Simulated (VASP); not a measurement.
## W: core levels with PBEsol

The system is W.

```
W
1.0
     6.32938    0.00000    0.00000
     0.00000    6.32938    0.00000
     0.00000    0.00000    6.32938
W
16
Direct
  0.00000 0.00000 0.00000
  0.50000 0.00000 0.00000
  0.00000 0.50000 0.00000
  0.00000 0.00000 0.50000
  0.25000 0.25000 0.25000
  0.50000 0.50000 0.00000
  0.50000 0.00000 0.50000
  0.75000 0.25000 0.25000
  0.00000 0.50000 0.50000
  0.25000 0.75000 0.25000
  0.25000 0.25000 0.75000
  0.50000 0.50000 0.50000
  0.75000 0.75000 0.25000
  0.75000 0.25000 0.75000
  0.25000 0.75000 0.75000
  0.75000 0.75000 0.75000
```

| Quantity | Value |
| --- | --- |
| Program | VASP 6.6.1 |
| Task | core levels |
| Functional | PBEsol |
| Potentials or basis | VASP PAW PBE potentials, release 64 (W_sv) |
| Cutoff | 520 eV |
| k mesh | 8 × 8 × 8 |
| Occupations | methfessel-paxton, width 0.1 eV |
| Spin | no spin polarisation |
| Further INCAR settings | ALGO = Normal; EDIFF = 1e-06 |

The pressure is -2.6 GPa. The band gap on the k mesh is none (metal or under the smearing width).

Levels at points of the mesh, in eV from the Fermi level:
```csv
k point,band 108,band 109,band 110,band 111,band 112,band 113,band 114,band 115,band 116,band 117
"(0.00, 0.00, 0.00)",-0.57,-0.57,-0.57,-0.57,-0.57,0.66,0.66,0.66,0.66,0.66
"(0.50, 0.00, 0.00)",-1.09,-1.09,-1.09,-0.59,-0.59,0.27,0.27,1.00,1.00,1.00
"(0.50, 0.50, 0.00)",-1.90,-0.73,-0.73,-0.73,-0.73,0.07,0.07,0.07,0.07,1.50
"(0.50, 0.50, 0.50)",-2.98,-2.98,-2.98,-2.98,-2.98,2.26,2.26,2.26,2.26,2.26
```

Core levels (eV, on the scale of the bands):
| atom | levels |
| --- | --- |
| 1 W | 1s -69451.7, 2s -11972.3, 2p -10465.9, 3s -2744.9, 3p -2299.0, 3d -1786.9, 4s -553.3, 4p -407.1, 4d -222.0, 4f -16.9 |
| 2 W | 1s -69451.7, 2s -11972.3, 2p -10465.9, 3s -2744.9, 3p -2299.0, 3d -1786.9, 4s -553.3, 4p -407.1, 4d -222.0, 4f -16.9 |
| 3 W | 1s -69451.7, 2s -11972.3, 2p -10465.9, 3s -2744.9, 3p -2299.0, 3d -1786.9, 4s -553.3, 4p -407.1, 4d -222.0, 4f -16.9 |
| 4 W | 1s -69451.7, 2s -11972.3, 2p -10465.9, 3s -2744.9, 3p -2299.0, 3d -1786.9, 4s -553.3, 4p -407.1, 4d -222.0, 4f -16.9 |
| 5 W | 1s -69451.7, 2s -11972.3, 2p -10465.9, 3s -2744.9, 3p -2299.0, 3d -1786.9, 4s -553.3, 4p -407.1, 4d -222.0, 4f -16.9 |
| 6 W | 1s -69451.7, 2s -11972.3, 2p -10465.9, 3s -2744.9, 3p -2299.0, 3d -1786.9, 4s -553.3, 4p -407.1, 4d -222.0, 4f -16.9 |

Run time: 4.9 min on 4 MPI ranks on Intel(R) Xeon(R) Platinum 8488C (Sapphire Rapids), on a shared host, peak memory 0.83 GiB a rank.

Caveat: the PAW data sets were made with another functional, which shifts forces and pressure a little. The run has no spin-orbit coupling, so splittings on W are missing.
